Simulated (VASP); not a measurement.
# How uniaxial stress along [111] changes CdS (F-43m), part 2 of 2

Wanted: the response of CdS to uniaxial stress along [111], as a table, with a fit that predicts a row left out.

VASP 6.6.1, plane waves and PAW; the level of theory is named at each step.

So far: Starting point; Relax the crystal, LDA; Strain across the axis, LDA; Band edges, TB-mBJ with spin-orbit coupling; Band edges, r2SCAN with spin-orbit coupling.

## 5. Band edges, r2SCAN with spin-orbit coupling (continued)

Level of this step: r2SCAN, spin-orbit coupling; plane waves and PAW (Cd, S); cell typed or built by script (VASP).

From OUTCAR (step 5):

```text
  Total        1.3216327      1.3216327      1.3216327      0.1338995      0.1338995      0.1338995
  in kB       44.4619006     44.4619006     44.4619006      4.5046007      4.5046007      4.5046007
  external PRESSURE =      44.4619006 kB  Pullay stress =       0.0000000 kB

 POSITION                                       TOTAL-FORCE (eV/Angst)
 -----------------------------------------------------------------------------------
      5.64021      5.64021      5.64021        -0.014784     -0.014784     -0.014784
      1.42513      1.42513      1.42513         0.014784      0.014784      0.014784
 -----------------------------------------------------------------------------------
    total drift:                               -0.000403     -0.000403     -0.000403

  FREE ENERGIE OF THE ION-ELECTRON SYSTEM (eV)
  ---------------------------------------------------
  free  energy   TOTEN  =      -402.5985892471 eV

  energy  without entropy=     -402.5985892471  energy(sigma->0) =     -402.59858925

[... 2 parts as in an earlier step ...]

[... 1 further part left out ...]
[key lines of the parts left out:]
E-fermi :   1.7189
```

Numbers from this step:

```
energy(sigma→0) of the program : -402.5986 eV
stress, compression positive   : 5.35 along [111], 4.00 across it (mean), GPa
```

The run ends at a pressure of 4.45 GPa, with forces up to 0.026 eV/Å.

## 6. The table

Runs beyond LDA use the data sets made with LDA; this shifts their levels slightly, and their total energies have another zero (at TB-mBJ, which has no energy functional, they mean nothing).

The other members went through these steps as far as the tables show, with the same cutoff and, step by step, the same mesh; 41 runs are not shown. The session took 4.5 core hours (wall time by ranks) on a shared machine.

```csv
strain along the axis (%),strain across the axis (%),"stress along the axis, tension positive (GPa)",energy above the unstrained row (meV/atom),"gap on the mesh, LDA (eV)"
-2.000,0.656,-1.404,2.328,0.909
-1.500,0.491,-1.064,1.354,0.923
-1.000,0.326,-0.716,0.637,0.937
-0.500,0.166,-0.361,0.191,0.951
0,0.000,-0.007,0.000,0.965
0.500,-0.158,0.360,0.083,0.952
1.000,-0.320,0.733,0.455,0.937
1.500,-0.477,1.114,1.092,0.922
2.000,-0.633,1.499,1.998,0.905
```

Slopes at zero strain, from cubics through all rows: strain ratio -0.323, stress over strain 72 GPa.

Band edges at TB-mBJ with spin-orbit coupling, counted from the valence-band top at Γ, spin-orbit pairs averaged, with one row partly withheld:

```csv
strain along the axis (%),gap (eV),conduction band at Γ (eV),Δ or X valley along z (eV),Δ or X valley along x (eV),"lowest conduction level at L, [111] (eV)","lowest conduction level at L, [-111] (eV)",second valence level below the top (eV),third valence level below the top (eV)
-2.000,2.633,2.633,4.604,4.604,4.171,4.377,0.085,0.100
-1.500,2.647,2.648,4.634,4.634,4.221,4.376,0.064,0.080
-1.000,2.662,2.662,4.661,4.661,4.272,4.375,0.043,0.060
-0.500,2.674,2.675,4.684,4.684,4.323,4.375,0.020,0.040
0,2.684,2.685,4.703,4.703,4.373,4.373,0.000,0.025
0.500,2.672,2.673,4.697,4.697,4.401,4.349,0.011,0.040
1.000,2.659,2.659,4.687,4.687,4.428,4.325,0.016,0.063
1.500,2.644,2.644,4.675,4.675,?,4.301,0.018,0.088
2.000,2.626,2.627,4.657,4.657,4.482,4.276,0.019,0.115
```

Conduction masses, in electron masses:

```csv
strain along the axis (%),"conduction mass at Γ, along the strain axis or the normal of the plane","conduction mass at Γ, across the strain axis or in the plane"
-2.000,0.258,0.239
-1.500,0.256,0.239
-1.000,0.253,0.241
-0.500,0.248,0.244
0,0.245,0.244
0.500,0.239,0.243
1.000,0.238,0.248
1.500,0.233,0.251
2.000,0.230,0.253
```

Band edges at r2SCAN with spin-orbit coupling, counted from the valence-band top at Γ, spin-orbit pairs averaged:

```csv
strain along the axis (%),gap (eV),conduction band at Γ (eV),Δ or X valley along z (eV),Δ or X valley along x (eV),"lowest conduction level at L, [111] (eV)","lowest conduction level at L, [-111] (eV)",second valence level below the top (eV),third valence level below the top (eV)
-2.000,1.609,1.610,3.676,3.676,3.287,3.524,0.090,0.114
-1.500,1.623,1.624,3.705,3.705,3.343,3.521,0.068,0.092
-1.000,1.637,1.637,3.730,3.730,3.399,3.518,0.044,0.071
-0.500,1.649,1.649,3.753,3.753,3.455,3.515,0.021,0.051
0,1.657,1.657,3.769,3.769,3.510,3.510,0.000,0.036
0.500,1.643,1.643,3.762,3.762,3.542,3.483,0.014,0.050
1.000,1.628,1.628,3.750,3.750,3.575,3.456,0.020,0.073
1.500,1.611,1.611,3.736,3.736,3.606,3.429,0.023,0.100
2.000,1.593,1.593,3.719,3.719,3.637,3.402,0.025,0.129
```

Conduction masses, in electron masses:

```csv
strain along the axis (%),"conduction mass at Γ, along the strain axis or the normal of the plane","conduction mass at Γ, across the strain axis or in the plane"
-2.000,0.166,0.153
-1.500,0.164,0.155
-1.000,0.162,0.156
-0.500,0.159,0.156
0,0.156,0.157
0.500,0.155,0.158
1.000,0.153,0.159
1.500,0.150,0.160
2.000,0.147,0.160
```

## 7. A fit to the known rows

The quantity to fit is the splitting of the lowest conduction levels at the L points ([111] less [-111]) at TB-mBJ with spin-orbit coupling: -0.206, -0.155, -0.103, -0.052, 0.000, 0.051, 0.103, 0.205 eV in the rows shown.

A least-squares parabola through the 8 rows shown, with d the strain along the axis less the strain across it, in %: E = 5.68e-5 d² + 0.07783 d + 3.29e-5 (eV), r.m.s. residual 8.4e-5 eV.

At d = 1.977 this predicts 0.1541 eV.

## 8. The withheld row

The calculation gives 0.1542 eV, so the prediction is 0.0001 eV too low.

The splitting is Ξu times 8/9 of d, with d as a fraction, so the linear term gives Ξu = 8.8 eV.

## 9. Outcome

| Property | Result |
| --- | --- |
| Poisson ratio | 0.323 |
| Young's modulus along the axis | 72 GPa |
| gap of the unstrained cell, TB-mBJ with spin-orbit coupling | 2.68 eV |
| gap of the unstrained cell, r2SCAN with spin-orbit coupling | 1.66 eV |
| shear deformation potential Ξu of the lowest conduction levels at L | 8.8 eV |
| error of the predicted row | -0.1 meV |

In words: As a check, the curvature of the energy gives 73 GPa for the same modulus (energy per volume = E/2 × strain²), 1 % from the slope of the stress. At TB-mBJ with spin-orbit coupling the lowest conduction valley is Γ throughout, and the gap runs between 2.63 and 2.68 eV. At r2SCAN with spin-orbit coupling the lowest conduction valley is Γ throughout, and the gap runs between 1.59 and 1.66 eV. Hole masses are left out throughout, since the top bands are degenerate or cross in many series; of conduction masses, those of the Γ, L and (for Si and Ge under (001) strain) Δ valleys are kept where they change by under an eighth between rows. TB-mBJ is a potential fitted for gaps; it has no energy functional, so its total energies and forces mean nothing, and its bands tend to come out too narrow. r2SCAN opens gaps somewhat over GGA but leaves them below measured values as a rule. Δ or X levels are the lowest on their line, refined by a parabola unless they lie at X; the gap is read from all points sampled and can differ from the lowest valley by some meV, or by tens of meV where strain moves the valence top off Γ. Temperature, zero-point motion and excitons are left out.

[Lines on the potential files, build, host, timing and source positions are cut from VASP's logs without a mark.]

[Logs are printed without paths, hosts, clocks, repeated set-up lines and the standing remarks that a program may print on its own settings, such as how far it seeks lower states.]

[Hosts, paths, dates, database ids (printed as entryN), source tags and the programs' standing remarks are cut or masked in the printed files.]

[In band tables of VASP the shares of atoms and orbitals are scaled to a sum of 1 inside the atoms' spheres.]
